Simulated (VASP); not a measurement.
# Ca, density of states: which settings are enough?

Ca, Fm-3m (no. 225), 1 atom in the cell. PBE; PAW potentials Ca_sv (PBE set). VASP 6.6.1.

Wanted: density of states by 0.5 eV bins within 8 %; centre of the states within 12 eV below the valence top within 0.03 eV; states at the Fermi level within 8 %.

What the run is for: density of states; Accuracy asked: standard; k mesh of the density: 9 × 9 × 9.

POSCAR:
```
Ca
1.0
    0.0000000000      2.7942000000      2.7942000000
    2.7942000000      0.0000000000      2.7942000000
    2.7942000000      2.7942000000      0.0000000000
Ca
1
Direct
    0.0000000000      0.0000000000      0.0000000000
```

The series start from Plane-wave cutoff (eV): 300; k-point mesh: 11 × 11 × 11; Energy points (NEDOS): 2001; Occupations for the DOS: ISMEAR=-5; Electronic threshold (eV): 1e-6; Precision mode (PREC): Accurate. Each series keeps the choices made before it, and each single choice may use up half of a tolerance. Times cover all steps of a run.

## Plane-wave cutoff (eV)

| Plane-wave cutoff (eV) | Density of states by 0.5 eV bins, largest deviation against the largest value | Centre of the states within 12 eV below the valence top (eV) | States at the Fermi level (states/eV/atom) | Time (s) |
|---|---|---|---|---|
| 210 | 3.5 % | -1.299 | 1.36 | 8.6 |
| 260 | 0.23 % | -1.317 | 1.344 | 8.1 |
| 300 | 0.072 % | -1.319 | 1.343 | 8.8 |
| 340 | 0.084 % | -1.320 | 1.343 | 9.8 |
| 420 | 0.037 % | -1.321 | 1.342 | 20 |
| 520 (reference) | 0 % | -1.321 | 1.342 | 24 |

Chosen: 260, the loosest value from which every tighter one stays within half of the tolerance.

## k-point mesh

| k-point mesh | Density of states by 0.5 eV bins, largest deviation against the largest value | Centre of the states within 12 eV below the valence top (eV) | States at the Fermi level (states/eV/atom) | Time (s) |
|---|---|---|---|---|
| 6 × 6 × 6 | 11 % | -1.331 | 0.8053 | 5.9 |
| 7 × 7 × 7 | 9.9 % | -1.339 | 0.6599 | 6.5 |
| 9 × 9 × 9 | 3.3 % | -1.319 | 1.177 | 7.0 |
| 11 × 11 × 11 | 1.8 % | -1.317 | 1.344 | 8.1 |
| 13 × 13 × 13 | 1.6 % | -1.307 | 1.44 | 9.9 |
| 17 × 17 × 17 | 0.43 % | -1.322 | 1.606 | 15 |
| 20 × 20 × 20 (reference) | 0 % | -1.322 | 1.589 | 23 |

Chosen: 17 × 17 × 17.

## Energy points (NEDOS)

| Energy points (NEDOS) | Density of states by 0.5 eV bins, largest deviation against the largest value | Centre of the states within 12 eV below the valence top (eV) | States at the Fermi level (states/eV/atom) | Time (s) |
|---|---|---|---|---|
| 301 | 2.9 % | -1.309 | 1.636 | 14 |
| 501 | 1.2 % | -1.321 | 1.623 | 14 |
| 1001 | 0.21 % | -1.322 | 1.572 | 16 |
| 2001 | 0.2 % | -1.322 | 1.606 | 15 |
| 4001 (reference) | 0 % | -1.316 | 1.597 | 15 |

Chosen: 301.

## Occupations for the DOS

| Occupations for the DOS | Density of states by 0.5 eV bins, largest deviation against the largest value | Centre of the states within 12 eV below the valence top (eV) | States at the Fermi level (states/eV/atom) | Time (s) |
|---|---|---|---|---|
| ISMEAR=-5 | 0 % | -1.309 | 1.636 | 14 |
| ISMEAR=-4 | 0 % | -1.309 | 1.636 | 14 |
| ISMEAR=0 SIGMA=0.05 | 6.6 % | -1.331 | 1.422 | 14 |
| ISMEAR=0 SIGMA=0.1 | 7.4 % | -1.326 | 1.392 | 13 |
| ISMEAR=-15 SIGMA=0.025 | 0.034 % | -1.310 | 1.634 | 13 |
| ISMEAR=1 SIGMA=0.1 | 6.7 % | -1.329 | 1.455 | 13 |

Chosen: ISMEAR=-5; no other choice that stays within half of the tolerance saves 30 % of the time.

## Electronic threshold (eV)

| Electronic threshold (eV) | Density of states by 0.5 eV bins, largest deviation against the largest value | Centre of the states within 12 eV below the valence top (eV) | States at the Fermi level (states/eV/atom) | Time (s) |
|---|---|---|---|---|
| 0.001 | 0.48 % | -1.307 | 1.637 | 11 |
| 0.0001 | 0.4 % | -1.310 | 1.636 | 12 |
| 1e-5 | 0.0029 % | -1.309 | 1.636 | 12 |
| 1e-6 (reference) | 0 % | -1.309 | 1.636 | 14 |

Chosen: 0.001.

## Precision mode (PREC)

| Precision mode (PREC) | Density of states by 0.5 eV bins, largest deviation against the largest value | Centre of the states within 12 eV below the valence top (eV) | States at the Fermi level (states/eV/atom) | Time (s) |
|---|---|---|---|---|
| Normal | 0.014 % | -1.307 | 1.637 | 5.8 |
| Accurate (reference) | 0 % | -1.307 | 1.637 | 11 |

Chosen: Normal.

## All choices together

| Input | Density of states by 0.5 eV bins, largest deviation against the largest value | Centre of the states within 12 eV below the valence top (eV) | States at the Fermi level (states/eV/atom) | Time (s) |
|---|---|---|---|---|
| defaults for smearing, thresholds and mesh (naive) | 46 % | -1.538 | 0.4777 | 5.3 |
| chosen settings | 3 % | -1.307 | 1.637 | 5.8 |
| reference settings throughout | 0 % | -1.319 | 1.583 | 55 |

The tolerance is met.

## The input

INCAR.step1:
```
GGA = PE
ISMEAR = 1
SIGMA = 0.1
LWAVE = False
LCHARG = True
NBANDS = 19
PREC = Normal
LASPH = True
LREAL = False
ALGO = Normal
EDIFF = 0.001
NELM = 120
GGA_COMPAT = False
ENCUT = 260
```

INCAR.step2:
```
GGA = PE
ISMEAR = -5
LWAVE = False
LCHARG = False
NBANDS = 19
PREC = Normal
LASPH = True
LREAL = False
ALGO = Normal
EDIFF = 0.001
NELM = 120
GGA_COMPAT = False
ENCUT = 260
NEDOS = 301
LORBIT = 11
EMIN = -15.1801
EMAX = 9.8199
ICHARG = 11
```

KPOINTS.step1:
```
k-points
0
Gamma
  9 9 9
```

KPOINTS.step2:
```
Automatic mesh
0
Gamma
  17 17 17
  0 0 0
```

Commands (each step's output is kept before the next begins):
```
cat potpaw_PBE.64/Ca_sv/POTCAR > POTCAR
cp INCAR.step1 INCAR
cp KPOINTS.step1 KPOINTS
mpirun -np 1 vasp_std > vasp.out
cp INCAR.step2 INCAR
cp KPOINTS.step2 KPOINTS
mpirun -np 1 vasp_std > vasp.out
```

The chosen input took VASP 6.6.1 5.8 s on 1 core (Intel Xeon 6975P-C (Granite Rapids)), a shared host.

## An input that fails: broad smearing on a coarse energy grid

It runs to its end, but against the unchanged starting input it is off by 17 % in the density of states by 0.5 eV bins, 0.062 eV in the centre of the states within 12 eV below the valence top, 12 % in the states at the Fermi level.

Changes against the starting input:
```
(step 2)
- ISMEAR = -5
- NELM = 120
- NEDOS = 2001
+ ISMEAR = 0
+ NELM = 70
+ NEDOS = 301
+ SIGMA = 0.5
```
